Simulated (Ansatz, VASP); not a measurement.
# One calculation of CuO, two programs

Contents of INCAR:

```
PREC = Accurate
ENCUT = 520
EDIFF = 1E-6
ISMEAR = -1
SIGMA = 0.05
LREAL = False
LASPH = True
NELM = 150
ALGO = Normal
ISIF = 2
LWAVE = False
LCHARG = True
LMAXMIX = 4
LDAU = True
LDAUTYPE = 2
LDAUL = 2 -1
LDAUU = 3 0
LDAUJ = 0 0
LDAUPRINT = 1
GGA = CA
LELF = True
LVHAR = True
NBANDS = 25
```

Contents of KPOINTS:

```
Automatic mesh
0
Gamma
  10 10 6
```

Contents of POSCAR:

```
CuO
1.0
    3.1795331000      0.0000000000      0.0000000000
   -1.5897665500      2.7535564400      0.0000000000
    0.0000000000      0.0000000000      4.4314907300
Cu O
2 2
Direct
    0.0000000000      0.0000000000      0.0000000000
    0.0000000000      0.0000000000      0.5000000000
    0.3333333333      0.6666666667      0.2500000000
    0.6666666667      0.3333333333      0.7500000000
```

input.yaml

```yaml
crystal:
  lattice:
    - [3.1795331, 0.0, 0.0]
    - [-1.58976655, 2.75355644, 0.0]
    - [0.0, 0.0, 4.43149073]
  atoms:
    - { symbol: Cu, position: [0.0, 0.0, 0.0] }
    - { symbol: Cu, position: [0.0, 0.0, 0.5] }
    - { symbol: O, position: [0.3333333333, 0.6666666667, 0.25] }
    - { symbol: O, position: [0.6666666667, 0.3333333333, 0.75] }
hamiltonian:
  xc: lda
  pseudopotentials: { kind: paw }
  hubbard: { sites: [{ species: Cu, l: d, u_eff: 3.0 }] }
kpoints:
  mp_grid: { grid: [10, 10, 6] }
scf:
  occupations: { method: fermi_dirac, width: 0.05 }
  n_extra_bands: 10
output:
  forces: true
  stress: true
  eigenvalues: true
  dos: { projected: true, de: 0.05, nscf_kmesh: { grid: [15, 15, 9] } }
```

Measurements of this composition are mostly on another form, of space group No. 15.

Alike in both runs: functional LDA; k mesh 10 × 10 × 6; occupations fermi-dirac, width 0.05 eV; no spin polarisation; Hubbard terms Cu d U = 3.0 eV.

```csv
,VASP,Ansatz
version,VASP 6.6.1,Ansatz 0.2.0
potentials or method,"VASP PAW LDA potentials, release 64 (Cu, O)",Ansatz PAW
plane-wave cutoff (eV),520,420
valence electrons in the cell,34,50
task,single point,projected density of states
```

|  | VASP | Ansatz | Ansatz less VASP |
| --- | --- | --- | --- |
| gap on the k mesh at the Fermi level (eV) | none | none | - |
| pressure (GPa) | -12.6 | -8.5 | +4.07 |
| largest component of the traceless stress (GPa) | 27.79 | 27.81 | +0.024 |

The programs project onto different local orbitals, so the same U acts differently. A gap of «none» marks a metal or a gap that the smearing closes. The two sets of potentials don't hold the same shells in valence.

Caveats: the run has no spin polarisation, though such a crystal can be magnetic; U without spin polarisation on a metal has little footing; the pressure holds a Pulay correction of +1.0 GPa for the finite cutoff (Ansatz); the PAW data sets come from PBE, with cores solved anew for the run's functional, which leaves a small shift of forces and pressure (Ansatz); the density of states is complete only up to the lowest level of the last band computed (Ansatz).
